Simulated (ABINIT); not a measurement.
# TiTe2 (P-3m1) in ABINIT: settings compared

Aim: see how the results for TiTe2 move with the level of theory and the settings. Levels: BP86, WC, LDA-PZ. Tasks: band structure, equation of state.

All numbers are computed with ABINIT 10.8.3 (patched build); they aren't measurements. Logs are shortened: lines on timing, memory, paths and dates and some standing lists are left out, and cuts for length are marked. The log counts tension as positive stress, the text compression.

### 1 The crystal as given

The structure is trigonal, space group P-3m1 (No. 164). Conventional cell: a = 3.777 Å, b = 3.777 Å, c = 6.498 Å, α = 90.00°, β = 90.00°, γ = 120.00°. Te (site symmetry 3m) is surrounded by 3 Ti at 2.77 Å. Ti (site symmetry -3m) is surrounded by 6 Te at 2.77 Å.

### 2 Band structure, BP86

run.abi

```
# Datasets: ground state, then fixed potential
ndtset 2

# Pseudopotentials
pp_dirpath "./"
pseudos "Te.GGA_PBE-JTH.xml, Ti.GGA_PBE-JTH.xml"

# Structure
acell 3*1.0 Angstrom
rprim
     3.7770000000     0.0000000000     0.0000000000
    -1.8885000000     3.2709779501     0.0000000000
     0.0000000000     0.0000000000     6.4980000000
ntypat 2
znucl 52 22
natom 3
typat 1 1 2
xcart
    -0.0000000002     2.1806519668     4.7903256000
     1.8885000002     1.0903259833     1.7076744000
     0.0000000000     0.0000000000     0.0000000000 Angstrom

# Plane-wave basis
ecut 15.0
pawecutdg 30.0

# Exchange and correlation
ixc -106132

# Bands and occupations
occopt 3
tsmear 0.05 eV

# SCF cycle
nstep 100

# Output
iomode 3
prtwf 0
prteig 0
prtebands 0
prtden1 1

# Dataset 1
kptopt1 1
ngkpt1 8 8 4
nshiftk1 1
shiftk1 0.0 0.0 0.0
nband1 16
tolvrs1 1.0e-9

# Dataset 2: bands along G-M-K-G-A-L-H-A
iscf2 -2
getden2 1
nband2 22
nbdbuf2 4
tolwfr2 1.0e-11
kptopt2 -7
ndivsm2 5
prteig2 1
kptbounds2
     0.0000000000     0.0000000000     0.0000000000
     0.5000000000     0.0000000000     0.0000000000
     0.3333333333     0.3333333333     0.0000000000
     0.0000000000     0.0000000000     0.0000000000
     0.0000000000     0.0000000000     0.5000000000
     0.5000000000     0.0000000000     0.5000000000
     0.3333333333     0.3333333333     0.5000000000
     0.0000000000     0.0000000000     0.5000000000
```

Potentials or basis: JTH PAW PBE v2.0.

Launch:

```sh
$ abinit run.abi > log 2>&1
```

run.abo:

```text
.Version 10.8.3 of ABINIT
 DATASET    1 : space group P-3 m 1 (#164); Bravais hP (primitive hexag.)
================================================================================
 Values of the parameters that define the memory need for DATASET  1.
     intxc =       0    ionmov =       0      iscf =      17    lmnmax =      18
     lnmax =       6     mgfft =      45  mpssoang =       3    mqgrid =    3028
     natom =       3  nloc_mem =       2    nspden =       1   nspinor =       1
    nsppol =       1      nsym =      12    n1xccc =       1    ntypat =       2
    occopt =       3   xclevel =       2
       mpw =        1515          nfft =       32805          nkpt =          35
 PAW method is used; the additional fine FFT grid is defined by:
   mgfftf=        64    nfftf =     82944
================================================================================
================================================================================

 DATASET    2 : space group P-3 m 1 (#164); Bravais hP (primitive hexag.)
================================================================================
 Values of the parameters that define the memory need for DATASET  2.
     intxc =       0    ionmov =       0      iscf =      -2    lmnmax =      18
     lnmax =       6     mgfft =      45  mpssoang =       3    mqgrid =    3028
     natom =       3  nloc_mem =       2    nspden =       1   nspinor =       1
    nsppol =       1      nsym =      12    n1xccc =       1    ntypat =       2
    occopt =       3   xclevel =       2
       mpw =        1521          nfft =       32805          nkpt =          60
 PAW method is used; the additional fine FFT grid is defined by:
   mgfftf=        64    nfftf =     82944
================================================================================
================================================================================

--------------------------------------------------------------------------------
------------- Echo of variables that govern the present computation ------------
--------------------------------------------------------------------------------
 -outvars: echo values of preprocessed input variables --------
            acell      1.8897261259E+00  1.8897261259E+00  1.8897261259E+00 Bohr
              amu      1.27600000E+02  4.78800000E+01
             ecut      1.50000000E+01 Hartree
           getden1          0
           getden2          1
             iscf1         17
             iscf2         -2
                       outvar_i_n : Printing only first  50 k-points.
              ixc     -106132
           jdtset        1    2
                       outvar_i_n : Printing only first  50 k-points.
           kptopt1          1
           kptopt2         -7
[... 810 lines left out ...]

 Mean square residual over all n,k,spin=   49.836E-13; max=  99.949E-13
 reduced coordinates (array xred) for    3 atoms
       0.333333333333      0.666666666667      0.737200000000
       0.666666666667      0.333333333333      0.262800000000
       0.000000000000      0.000000000000      0.000000000000

 cartesian coordinates (angstrom) at end:
    1     -0.00000000000000     2.18065196673333     4.79032560000000
    2      1.88850000000000     1.09032598336667     1.70767440000000
    3      0.00000000000000     0.00000000000000     0.00000000000000
 length scales=  1.889726125908  1.889726125908  1.889726125908 bohr
              =  1.000000000000  1.000000000000  1.000000000000 angstroms
 Eigenvalues (hartree) for nkpt=  60  k points:
 kpt#   1, nband= 22, wtk=  1.00000, kpt=  0.0000  0.0000  0.0000 (reduced coord)
  -2.27386   -1.40181   -1.40181   -1.40044   -0.61872   -0.56419   -0.35296   -0.22425
  -0.22425   -0.14867   -0.14751   -0.14751   -0.14190   -0.12392   -0.12392   -0.05109
  -0.05109    0.03157    0.05723    0.13328    0.13328    0.17872
 kpt#   2, nband= 22, wtk=  1.00000, kpt=  0.0500  0.0000  0.0000 (reduced coord)
  -2.27386   -1.40185   -1.40182   -1.40043   -0.61770   -0.56367   -0.35172   -0.22694
  -0.22410   -0.15466   -0.15139   -0.14864   -0.14235   -0.12470   -0.12153   -0.05495
  -0.05148    0.04017    0.06303    0.12894    0.13736    0.18082
 kpt#   3, nband= 22, wtk=  1.00000, kpt=  0.1000  0.0000  0.0000 (reduced coord)
  -2.27385   -1.40196   -1.40185   -1.40040   -0.61469   -0.56214   -0.34801   -0.23429
  -0.22370   -0.17349   -0.15971   -0.14949   -0.14550   -0.12504   -0.11770   -0.06098
  -0.05207    0.05797    0.07729    0.12116    0.14865    0.18593
 kpt#   4, nband= 22, wtk=  1.00000, kpt=  0.1500  0.0000  0.0000 (reduced coord)
  -2.27384   -1.40213   -1.40189   -1.40037   -0.60977   -0.55973   -0.34193   -0.24489
  -0.22320   -0.19886   -0.16911   -0.15425   -0.15062   -0.12391   -0.11557   -0.06267
  -0.05181    0.06914    0.09195    0.12164    0.15591    0.16333
 kpt#   5, nband= 22, wtk=  1.00000, kpt=  0.2000  0.0000  0.0000 (reduced coord)
[... 209 lines left out ...]
  -0.22402   -0.21419   -0.20165   -0.18169   -0.14049   -0.11611   -0.09929   -0.07424
  -0.05717    0.09345    0.09730    0.11478    0.13890    0.16462
 kpt#  58, nband= 22, wtk=  1.00000, kpt=  0.0606  0.0606  0.5000 (reduced coord)
  -2.27385   -1.40197   -1.40185   -1.40040   -0.59579   -0.58873   -0.27911   -0.26818
  -0.22184   -0.21720   -0.17973   -0.16766   -0.14042   -0.12151   -0.10549   -0.05963
  -0.04537    0.07495    0.10498    0.12625    0.13185    0.15236
 kpt#  59, nband= 22, wtk=  1.00000, kpt=  0.0303  0.0303  0.5000 (reduced coord)
  -2.27386   -1.40186   -1.40182   -1.40043   -0.59894   -0.59110   -0.28181   -0.26176
  -0.22174   -0.22039   -0.15803   -0.15521   -0.13944   -0.12948   -0.11510   -0.04312
  -0.03757    0.05770    0.10355    0.12402    0.13338    0.15970
 kpt#  60, nband= 22, wtk=  1.00000, kpt=  0.0000  0.0000  0.5000 (reduced coord)
  -2.27386   -1.40181   -1.40181   -1.40044   -0.60001   -0.59190   -0.28276   -0.25924
  -0.22184   -0.22184   -0.14798   -0.14798   -0.13527   -0.13527   -0.12430   -0.03493
  -0.03493    0.04935    0.09905    0.12853    0.12853    0.18615

== END DATASET(S) ==============================================================
================================================================================

 -outvars: echo values of variables after computation  --------
            acell      1.8897261259E+00  1.8897261259E+00  1.8897261259E+00 Bohr
           etotal1    -7.5427208286E+01
            fcart1     9.4313376236E-30  4.1746420754E-29  1.8377564303E-04
                      -9.4313376236E-30 -3.4486173667E-29 -1.8377564303E-04
                      -0.0000000000E+00 -7.2602470877E-30 -0.0000000000E+00
            rprim      3.7770000000E+00  0.0000000000E+00  0.0000000000E+00
                      -1.8885000000E+00  3.2709779501E+00  0.0000000000E+00
                       0.0000000000E+00  0.0000000000E+00  6.4980000000E+00
           strten1    -5.8458506819E-05 -5.8458506894E-05 -5.6159099222E-05
                       0.0000000000E+00  0.0000000000E+00  0.0000000000E+00
           xangst     -5.1455604690E-16  2.1806519667E+00  4.7903256000E+00
                       1.8885000000E+00  1.0903259834E+00  1.7076744000E+00
                       0.0000000000E+00  0.0000000000E+00  0.0000000000E+00
             xred      3.3333333333E-01  6.6666666667E-01  7.3720000000E-01
                       6.6666666667E-01  3.3333333333E-01  2.6280000000E-01
                       0.0000000000E+00  0.0000000000E+00  0.0000000000E+00
 Calculation completed.
```

Wall time 92 s (1 thread of Intel Xeon at 2.70GHz, shared host); peak memory 0.13 GiB.

Results:

```yaml
Free_energy: -2052.4789 eV
Pressure: 1.7 GPa
Largest_force: 0.009 eV/Å
Band_gap_on_the_k_mesh: none (metal or under the smearing width)
Valence_electrons_inside_the_program's_atomic_spheres: Te 3.17; Ti 10.10
```

Forces on the atoms (eV/Å):
```
Te   0.000  0.000  0.009
Te   0.000  0.000 -0.009
Ti   0.000  0.000  0.000
```

Levels at the corners of the path, in eV from the Fermi level:
| point | band 8 | band 9 | band 10 | band 11 | band 12 | band 13 | band 14 | band 15 | band 16 | band 17 |
| --- | --- | --- | --- | --- | --- | --- | --- | --- | --- | --- |
| Γ | -1.69 | -1.69 | 0.37 | 0.40 | 0.40 | 0.55 | 1.04 | 1.04 | 3.02 | 3.02 |
| M | -3.65 | -2.69 | -2.40 | -1.76 | -1.12 | 0.03 | 1.14 | 1.47 | 2.41 | 3.32 |
| K | -3.64 | -3.64 | -2.34 | -2.33 | -2.33 | 0.99 | 1.42 | 1.42 | 2.05 | 2.05 |
| Γ | -1.69 | -1.69 | 0.37 | 0.40 | 0.40 | 0.55 | 1.04 | 1.04 | 3.02 | 3.02 |
| A | -2.64 | -1.62 | -1.62 | 0.39 | 0.39 | 0.73 | 0.73 | 1.03 | 3.46 | 3.46 |
| L | -4.49 | -2.41 | -2.03 | -0.96 | -0.60 | -0.24 | 1.14 | 1.45 | 2.58 | 3.46 |
| H | -4.02 | -3.68 | -3.19 | -1.72 | -1.72 | 1.00 | 1.00 | 1.00 | 2.99 | 2.99 |
| A | -2.64 | -1.62 | -1.62 | 0.39 | 0.39 | 0.73 | 0.73 | 1.03 | 3.46 | 3.46 |

Caveat: the PAW data sets were made with another functional, which shifts forces and pressure a little; spin-orbit coupling is left out, which moves the levels of the heavy elements.

### 3 Band structure, WC

run.abi

```
ndtset 2

pp_dirpath "./"
pseudos "Te.GGA_PBE-JTH.xml, Ti.GGA_PBE-JTH.xml"

acell 3.777 3.777 6.498 Angstrom
rprim
     1.0000000000     0.0000000000     0.0000000000
    -0.5000000000     0.8660254038     0.0000000000
     0.0000000000     0.0000000000     1.0000000000
ntypat 2
znucl 52 22
natom 3
typat 1 1 2
xred
     0.3333333333     0.6666666667     0.7372000000
     0.6666666667     0.3333333333     0.2628000000
     0.0000000000     0.0000000000     0.0000000000

ecut 408.170794 eV
pawecutdg 30.0

ixc 23

occopt 3
tsmear 0.05 eV

nstep 100

iomode 3
prtwf 0
prteig 0
prtebands 0
enunit 1
prtden1 1

kptopt1 1
ngkpt1 8 8 4
nshiftk1 1
shiftk1 0.0 0.0 0.0
nband1 16
tolvrs1 1.0e-9

iscf2 -2
getden2 1
nband2 22
nbdbuf2 4
tolwfr2 1.0e-11
kptopt2 -7
ndivsm2 8
prteig2 1
prtvol2 -3
kptbounds2
     0.0000000000     0.0000000000     0.0000000000
     0.5000000000     0.0000000000     0.0000000000
     0.3333333333     0.3333333333     0.0000000000
     0.0000000000     0.0000000000     0.0000000000
     0.0000000000     0.0000000000     0.5000000000
     0.5000000000     0.0000000000     0.5000000000
     0.3333333333     0.3333333333     0.5000000000
     0.0000000000     0.0000000000     0.5000000000
```

Potentials or basis: JTH PAW PBE v2.0.

Launch:

```sh
$ abinit run.abi > log 2>&1
```

run.abo:

```text
.Version 10.8.3 of ABINIT
 DATASET    1 : space group P-3 m 1 (#164); Bravais hP (primitive hexag.)
================================================================================
 Values of the parameters that define the memory need for DATASET  1.
     intxc =       0    ionmov =       0      iscf =      17    lmnmax =      18
     lnmax =       6     mgfft =      45  mpssoang =       3    mqgrid =    3028
     natom =       3  nloc_mem =       2    nspden =       1   nspinor =       1
    nsppol =       1      nsym =      12    n1xccc =       1    ntypat =       2
    occopt =       3   xclevel =       2
       mpw =        1515          nfft =       32805          nkpt =          35
 PAW method is used; the additional fine FFT grid is defined by:
   mgfftf=        64    nfftf =     82944
================================================================================
================================================================================

 DATASET    2 : space group P-3 m 1 (#164); Bravais hP (primitive hexag.)
[... 1518 lines left out ...]

== END DATASET(S) ==============================================================
================================================================================

 -outvars: echo values of variables after computation  --------
            acell      7.1374955776E+00  7.1374955776E+00  1.2279440366E+01 Bohr
           etotal1    -7.5414879967E+01
            fcart1     1.5090140198E-28  1.7424593010E-28  1.4093544249E-03
                      -1.5090140198E-28 -1.7424593010E-28 -1.4093544249E-03
                      -0.0000000000E+00 -0.0000000000E+00 -0.0000000000E+00
            rprim      1.0000000000E+00  0.0000000000E+00  0.0000000000E+00
                      -5.0000000000E-01  8.6602540380E-01  0.0000000000E+00
                       0.0000000000E+00  0.0000000000E+00  1.0000000000E+00
           strten1     6.6357775299E-05  6.6357774575E-05  5.3870889565E-05
                       0.0000000000E+00  0.0000000000E+00  0.0000000000E+00
           xangst     -3.0489042870E-16  2.1806519668E+00  4.7903256000E+00
                       1.8885000000E+00  1.0903259834E+00  1.7076744000E+00
                       0.0000000000E+00  0.0000000000E+00  0.0000000000E+00
             xred      3.3333333333E-01  6.6666666667E-01  7.3720000000E-01
                       6.6666666667E-01  3.3333333333E-01  2.6280000000E-01
                       0.0000000000E+00  0.0000000000E+00  0.0000000000E+00
 Calculation completed.
```

Run time: 1.8 min. Hardware: 1 thread of Intel Xeon at 2.70GHz, shared host; peak memory 0.15 GiB.

What came out:

* Free energy: -2052.1434 eV
* Pressure: -1.8 GPa
* Largest force: 0.072 eV/Å
* Band gap on the k mesh: none (metal or under the smearing width)
* Valence electrons inside the program's atomic spheres: Te 3.15; Ti 10.09

Forces on the atoms (eV/Å):
```
Te   0.000  0.000  0.072
Te   0.000  0.000 -0.072
Ti   0.000  0.000  0.000
```

Levels at the corners of the path, in eV from the Fermi level:
```tsv
point	band 9	band 10	band 11	band 12	band 13	band 14	band 15	band 16
Γ	-1.66	0.36	0.41	0.41	0.59	1.09	1.09	3.07
M	-2.71	-2.40	-1.73	-1.11	0.02	1.17	1.49	2.41
K	-3.67	-2.35	-2.33	-2.33	0.99	1.44	1.44	2.08
Γ	-1.66	0.36	0.41	0.41	0.59	1.09	1.09	3.07
A	-1.59	-1.59	0.40	0.40	0.77	0.77	1.04	3.52
L	-2.40	-2.00	-0.95	-0.58	-0.27	1.16	1.47	2.62
H	-3.70	-3.23	-1.69	-1.69	0.99	1.00	1.00	3.03
A	-1.59	-1.59	0.40	0.40	0.77	0.77	1.04	3.52
```

Caveat: the PAW data sets were made with another functional, which shifts forces and pressure a little; spin-orbit coupling is left out, which moves the levels of the heavy elements; this functional lacks dispersion, which binds the layers, so the pressure and a relaxed spacing across them are unreliable.

(Continued in part 2 of 3.)
